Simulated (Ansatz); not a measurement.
## HgTe, space group F-43m: a calculation of the elastic constants, step by step

Computed with Ansatz 0.2.0, Python API.

At the Python prompt:
```pycon
>>> from dataclasses import replace
>>> import ansatz as az
>>> import numpy as np
>>> xtal = (
...     az.Lattice.fcc(6.429)
...     .space_group(216)
...     .atom("Hg", (0.0, 0.0, 0.0))
...     .atom("Te", (0.25, 0.25, 0.75))
...     .primitive()
... )
>>> xtal.resolved().tree()["lattice"]
((3.936627135859167e-16, 3.2145, 3.2145000000000006), (3.2145, 1.9683135679295836e-16, 3.2145000000000006), (3.2145, 3.2145, 0.0))
>>> setup = (
...     xtal.calculation()
...     .mixing("anderson", beta=0.1)
...     .occupations("fermi_dirac", width=100 * az.meV)
...     .basis(20 * az.Ha)
...     .functional("PBEsol")
...     .kpoints(6, 6, 6)
... )
>>> # relax, then strain
>>> rest = setup.relax(cell=True).run().lattice

>>> relaxed = az.Crystal(lattice=az.Lattice.of(rest.cell_ang))
>>> for site in rest.sites:
...     relaxed = relaxed.atom(site.symbol, site.position_frac)
...
>>> setup = replace(setup, crystal=relaxed)
>>> print("relaxed volume {:.3f} A^3".format(abs(np.linalg.det(rest.cell_ang))))
relaxed volume 69.060 A^3
>>> result = setup.elastic("relaxed_ion").run()
>>> elastic = result.elastic
>>> print("C_ij (GPa), Voigt order xx yy zz yz xz xy")
C_ij (GPa), Voigt order xx yy zz yz xz xy
>>> for row in elastic.c_gpa:
...     print(" ".join(f"{value:8.1f}" for value in row))
...
    52.3     36.8     36.8      0.0      0.0      0.0
    36.8     52.3     36.8      0.0      0.0     -0.0
    36.8     36.8     52.3      0.0      0.0     -0.0
    -0.0      0.0     -0.0     20.4     -0.0     -0.0
    -0.0     -0.0      0.0      0.0     20.4      0.0
    -0.0      0.0      0.0      0.0     -0.0     20.4
>>> print("smallest eigenvalue of C:", round(elastic.stability.min_eigenvalue_gpa, 1), "GPa; stable:", elastic.stability.stable)
smallest eigenvalue of C: 15.5 GPa; stable: True
>>> # averaged moduli need a positive definite tensor
>>> if elastic.stability.min_eigenvalue_gpa > 0:
...     m = elastic.moduli
...     anisotropy = 5 * m.g_voigt_gpa / m.g_reuss_gpa + m.k_voigt_gpa / m.k_reuss_gpa - 6
...     print(f"Voigt K {m.k_voigt_gpa:.1f} G {m.g_voigt_gpa:.1f}; Reuss K {m.k_reuss_gpa:.1f} G {m.g_reuss_gpa:.1f}; universal anisotropy index {anisotropy:.3f}")
...
Voigt K 41.9 G 15.4; Reuss K 41.9 G 12.4; universal anisotropy index 1.216
```

What to keep in mind:
- These settings explore the input space; cutoff and mesh may be short of convergence.
- A positive definite tensor excludes instabilities under uniform strain alone; phonons elsewhere in the zone can still be imaginary.
- The gap on the mesh is very small: a semilocal functional closes or nearly closes the gap of many narrow semiconductors.
- Spin-orbit coupling, which matters for elements this heavy, is left out.
- The structure is a deposited one; some such entries were measured under pressure or heat, so a shift against it needn't be the functional's error alone.
- The constants belong to the cell that was strained; where it wasn't relaxed first it may be under stress.
- It ran for 3.1 min on 1 thread of Arm Neoverse V1, with other jobs on the host, peak memory 0.53 GiB.

(A comment or docstring line of the script was reworded after the run, the code is as it ran; lines on the test bed's own set-up are left out of the output.)
